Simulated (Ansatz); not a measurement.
GaN: two-dimensional strain map

These are results of DFT PBEsol, scalar-relativistic, plane waves, PAW in Ansatz, not measurements. Cutoff 420 eV, Γ-centred 12×12×6 k-points, Gaussian smearing of 0.05 eV. No spin polarisation. Energies are free energies at this smearing, counted from the undisturbed cell; pressure is positive in compression.

The starting cell (relaxed at this level):

```
CELL_PARAMETERS angstrom
3.18258 0.00000 0.00000
-1.59129 2.75619 0.00000
0.00000 0.00000 5.18543
ATOMIC_POSITIONS crystal
Ga 0.33333 0.66667 0.99919
Ga 0.66667 0.33333 0.49919
N 0.33333 0.66667 0.37581
N 0.66667 0.33333 0.87581
```

The cell is strained by p along both x and y and by q along z, fractional coordinates fixed. Points are written (p, q).

Energy above the undisturbed cell in meV/atom (a dash: not computed):

| p \ q | -0.030 | -0.015 | 0.000 | 0.015 | 0.030 |
| --- | --- | --- | --- | --- | --- |
| -0.030 | ? | 43.6 | 35.6 | 34.8 | 40.4 |
| -0.015 | 28.3 | 14.3 | 8.5 | ? | 17.5 |
| 0.000 | 15.4 | 3.7 | 0.0 | 3.4 | 12.9 |
| 0.015 | 19.1 | 9.4 | 7.7 | 12.9 | ? |
| 0.030 | 37.0 | ? | 29.4 | 36.2 | 49.0 |

(1) Fill in the withheld energies.

## Answers

(1) (-0.030, -0.030): 60.1; (-0.015, 0.015): 9.9; (0.015, 0.030): 24.1; (0.030, -0.015): 29.3.

Cost: 25 runs of about 4.6 core-minutes in all, on Intel Xeon Processor @ 2.70GHz (shared hosts).